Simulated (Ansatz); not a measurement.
# LiCl: the cost of one run

Method: DFT PBE, scalar-relativistic, plane waves, PAW, in Ansatz 0.2.0.

1 further run of the same task is left out (it didn't finish).

## (1) The structure to begin with

The structure is orthorhombic, space group Cmcm (No. 63). Conventional cell: a = 3.820 Å, b = 9.692 Å, c = 3.699 Å, α = 90.00°, β = 90.00°, γ = 90.00°. Around Li (site symmetry m2m) lie 7 Cl at 2.70 to 2.87 Å. Around Cl (site symmetry m2m) lie 2 Cl at 2.45 Å and 7 Li at 2.70 to 2.87 Å.

Structure file:

```
Li Cl
1.0
     1.90990   -4.84599    0.00000
     1.90990    4.84599    0.00000
     0.00000    0.00000    3.69919
Li Cl
2 2
Direct
  0.86200 0.13800 0.75000
  0.13800 0.86200 0.25000
  0.58300 0.41700 0.75000
  0.41700 0.58300 0.25000
```

This is candidate A: ScGa type (Cmcm, No. 63).

(A quick probe on a coarse mesh, which set the mesh and smearing, is not shown.)

## (3) Coarse relaxation (candidate A)

File input.yaml:

```yaml
crystal:
  lattice:
    - [1.9099025392, -4.8459859305, 0.0]
    - [1.9099025392, 4.8459859305, 0.0]
    - [0.0, 0.0, 3.699189652]
  atoms:
    - { symbol: Li, position: [0.862, 0.138, 0.75] }
    - { symbol: Li, position: [0.138, 0.862, 0.25] }
    - { symbol: Cl, position: [0.583, 0.417, 0.75] }
    - { symbol: Cl, position: [0.417, 0.583, 0.25] }
basis:
  ecutwfc: 420
kpoints:
  mp_grid: { grid: [6, 6, 6] }
hamiltonian:
  xc: pbe
scf:
  occupations: { method: gaussian, width: 0.1 }
  lower_state_search: "off"
output:
  forces: true
  stress: true
  eigenvalues: true
relax:
  adjacent_minimum: "off"
  f_tol: 0.04
  max_steps: 70
  cell: { stress_tol: 0.4 }
```

Launch:

```sh
ansatz run input.yaml --threads 1 --pin off --max-ram 2560MiB --backend cpu --events-out ev --progress --plain --runs-dir out
```

What time and memory should one allow on 1 thread of Arm Neoverse V2, shared host?

About 50 s, with a peak of 0.37 GiB.
